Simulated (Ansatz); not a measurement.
AlAs (started from an entry of an open crystallographic database): a zone-centre phonon calculation by perturbation theory in the PAW code Ansatz (PBEsol). The cell was relaxed beforehand with PBEsol.

```yaml
crystal:
  lattice:
    - [0.0, 2.8373092201, 2.8373092201]
    - [2.8373092201, 0.0, 2.8373092201]
    - [2.8373092201, 2.8373092201, 0.0]
  atoms:
    - { symbol: Al, position: [0.0, 0.0, 0.0] }
    - { symbol: As, position: [0.25, 0.25, 0.25] }
kpoints:
  mp_grid: { grid: [6, 6, 6] }
hamiltonian:
  xc: pbesol
scf:
  occupations: { method: fixed }
phonons:
  method: dfpt
  dielectric: true
  qpoints: [[0, 0, 0]]
  rigid_motions: translations
```

The output follows, shortened, with numbered blanks.
```
Functional definition: PBEsol
Crystal: 2 atoms, lattice volume = 45.683 Å³
Basis set: ecut = 420 eV, 893 PW (Γ)
[1]
Symmetry: 24 space group operations
[2]
SCF 1 converged in 8 iterations: F = -5338.431011 eV  dr2 = 9.37e-12
SCF 1 converged in 4 iterations: F = -5338.442056 eV  dr2 = 1.45e-8
SCF converged after 8 iterations
Free energy (F): -5338.431011 eV
Fermi energy:    6.198821 eV
  Γ frequencies (cm⁻¹): 0.00 0.00 0.00 353.19 353.19 353.19
  ε∞ (high-frequency dielectric tensor):
        9.515791     0.000000     0.000000
        0.000000     9.515791     0.000000
        0.000000     0.000000     9.515791
  ε⁰ (static dielectric tensor: ions relaxed, cell fixed):
       11.539264     0.000000     0.000000
        0.000000    11.539264     0.000000
        0.000000     0.000000    11.539264
  ε⁰ − ε∞ (ionic part):
        2.023473     0.000000     0.000000
        0.000000     2.023473     0.000000
        0.000000     0.000000     2.023473
  Born effective charges Z* (e; rows j = field, columns β = displacement):
    site 0:
[3]
    site 1:
[4]
  ε∞ is read to err by 2.7e-2, Z* by 1.6e-2 e
  optical modes at Γ without the LO–TO term, one row a degenerate level:
      ω (cm⁻¹)  modes    IR ((D/Å)²/amu)
        353.19      3            16.2187
  optical modes at Γ + LO–TO along q̂ = [1.0000, 0.0000, 0.0000]:
      ω (cm⁻¹)  modes    IR ((D/Å)²/amu)
        353.19      2            10.8125
        388.93      1             5.4062
  optical modes at Γ + LO–TO along q̂ = [0.0000, 1.0000, 0.0000]: as above
  optical modes at Γ + LO–TO along q̂ = [0.0000, 0.0000, 1.0000]: as above
```

Q: What stood in the gaps? They hold the Born charges, the band count, the count of irreducible k points.

A:
```
[1]
Bands: 13, of which v1, the nominal top of the filled ones, is band 9 counted from 1 (8 counted from 0)
[2]
k-points: 46 of 216 (irreducible under 4 space group operations, time reversal used)
[3]
         2.15605    0.00000    0.00000
         0.00000    2.15605    0.00000
         0.00000    0.00000    2.15605
[4]
        -2.15605    0.00000    0.00000
         0.00000   -2.15605    0.00000
         0.00000    0.00000   -2.15605
```

The optical mode at Γ lies at 353 cm⁻¹ without the longitudinal term. With the long-range field the highest mode reaches 389 cm⁻¹. By the program's warning the force constants, and with them frequencies and ε⁰, aren't converged on this mesh. ε∞: 9.52 in all directions. With the ions relaxed, ε⁰ is 11.5 in all directions. Born charges, averaged over directions: Al +2.16, As -2.16 e.

Run as `ansatz run input.yaml --threads 2 --pin off --max-ram 2211MiB --backend cpu --events-out ev --progress --plain --runs-dir out`.

Calculated for a static, non-magnetic cell.

Spin-orbit coupling is left out.
